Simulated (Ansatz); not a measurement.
## The polar optical mode of BN at 16 GPa, worked through

These are results of DFT PBEsol, scalar-relativistic, plane waves, PAW in Ansatz 0.2.0, not measurements. Plane waves to 420 eV; Γ-centred k mesh 12×12×12; fixed occupations. No spin polarisation. Phonons by linear response, acoustic sum rule imposed.

The cell, relaxed at 16 GPa:
```
B N
1.0
     0.00000    1.77976    1.77976
     1.77976    0.00000    1.77976
     1.77976    1.77976    0.00000
B N
1 1
Direct
  0.00000 0.00000 0.00000
  0.75000 0.75000 0.75000
```

Linear response gives ν_TO = 1097.4 cm⁻¹, Born charges ±1.884 e (positive on B) and ε∞ = 4.595. The primitive cell holds 11.275 Å³, and the masses are 10.810 and 14.007 amu.

Question: Find ν_LO and the static dielectric constant.

Answer: The long-wave field adds a restoring force: ω_LO² − ω_TO² = Z*²e²/(ε_vac ε∞ μV). In these units ν_LO² − ν_TO² = 4.92064×10⁷ Z*²/(μ V ε∞) cm⁻², with μ = m₁m₂/(m₁ + m₂) = 6.101 amu: 552280 cm⁻². So ν_LO = √(1097.4² + 552280) = 1325.4 cm⁻¹, and the run gives 1325.4. Lyddane–Sachs–Teller then gives ε0 = ε∞ (ν_LO/ν_TO)² = 6.70, against 6.70 in the run (it forms both from the same three quantities, so the match checks the arithmetic only). Between ν_TO and ν_LO the dielectric function is negative and an undamped crystal reflects fully: a reststrahlen band from 7.5 to 9.1 μm.

Question: What do the Clausius–Mossotti polarisability and the Szigeti charge come to?

Answer: With the Lorentz local field, α = (3V/4π)(ε∞ − 1)/(ε∞ + 2) = 1.47 Å³ for the pair, and e_S = 3Z*/(ε∞ + 2) = 0.86 e. The Born charge includes the electrons' response to the dipole's own local field, and e_S takes that enhancement out. The Lorentz field assumes point-like polarisable ions, a poor picture once ε∞ is this large, since the electron clouds then overlap or are shared, so both numbers are formal here.

Question: How strongly does a slow electron couple to the LO mode?

Answer: For one isotropic parabolic band, Fröhlich's constant is α_F = (1/ε∞ − 1/ε0) √(m* Ry/ħω_LO), with Ry = 13.606 eV, ħω_LO = 164.3 meV and m* in free-electron masses: α_F = 0.0684 × 9.10 × √m* = 0.62 √m*. The band mass isn't part of this run; for m* = 0.1, 0.3 and 1 it gives 0.20, 0.34, 0.62. In weak coupling the polaron lies α_F ħω_LO below the band edge (56 meV at m* = 0.3) with a mass m*(1 + α_F/6); past α_F of about 5 or 6 that expansion fails. A semilocal functional's ε∞ tends to be too large, which taken alone lowers α_F.

Cost: 1 run of about 0.33 core-minutes, on Arm Neoverse N1 (shared hosts).

The wide LO-TO gap and the modest rise from ε∞ = 4.595 to ε0 = 6.70 have different origins. Light atoms push both frequencies up and widen the gap between them, but mass cancels from the lattice part of the static response, which depends on the Born charge, the cell volume and the short-range force constant. Short, strong sp³ bonds make that force constant large, so a static field displaces the sublattices little despite the substantial dynamical charge. The charge's sign follows nitrogen's greater electronegativity; its size reflects charge flow as the bonds are stretched as well as static ionicity, so it is no measure of the charge residing on each atom.

The same stiffness keeps the Fröhlich coupling weak to moderate for the masses tried: the lattice adds little screening, and the high phonon energy lowers the coupling further. For real carriers in cubic BN these values are only a guide, since the conduction minimum near X has anisotropic masses and the valence-band top is degenerate.
